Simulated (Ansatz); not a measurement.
Crystal: Gd.

```
CELL_PARAMETERS angstrom
3.63600 0.00000 0.00000
-1.81800 3.14887 0.00000
0.00000 0.00000 5.78260
ATOMIC_POSITIONS crystal
Gd 0.66667 0.33333 0.75000
Gd 0.33333 0.66667 0.25000
```

Base run:

```yaml
Program: Ansatz 0.2.0
Functional: PBE
Potentials_or_basis: Ansatz PAW
Cutoff: "420 eV (not typed: the program's choice for these potentials)"
k_mesh: 7 × 7 × 4
Occupations: fermi-dirac, width 0.05 eV
Spin: collinear spin, ferromagnetic start
Starting_moments: "[3.5, 3.5] μB"
Fixed_moment: 7 μB
```

Its results: pressure 5.7 GPa; site moments Gd +4.60 μB.

Problem. The run is repeated on the same cell with these changes: fixed moment from 7 μB to 21 μB; moments at the start from [3.5, 3.5] to [10.5, 10.5]. What comes out?

Solution. Pressure 3.1 GPa; site moments Gd +9.20 μB.

Caveats: the total moment is fixed, so each spin has its own Fermi level; the thresholds are loose for stress.
